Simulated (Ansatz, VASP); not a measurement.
## Two plane-wave programs on W

```
W
1.0
     0.00000    2.05671    2.05671
     2.05671    0.00000    2.05671
     2.05671    2.05671    0.00000
W
1
Direct
  0.00000 0.00000 0.00000
```

This isn't the form of W at room conditions, which is bcc.

Alike in both runs: task single point; functional PBE; k mesh 11 × 11 × 11; occupations fermi-dirac, width 0.05 eV; no spin polarisation.

|  | VASP | Ansatz |
| --- | --- | --- |
| version | VASP 6.6.1 | Ansatz 0.2.0 |
| potentials or method | VASP PAW PBE potentials, release 64 (W_sv) | Ansatz PAW soft_1 |
| plane-wave cutoff (eV) | 520 | 420 |
| valence electrons in the cell | 14 | 14 |

```tsv
	VASP	Ansatz	Ansatz less VASP
gap on the k mesh at the Fermi level (eV)	none	none	-
pressure (GPa)	-14.3	-14.5	-0.28
```

A gap of «none» marks a metal or a gap that the smearing closes.

The runs have no spin-orbit coupling, so splittings on W are missing.
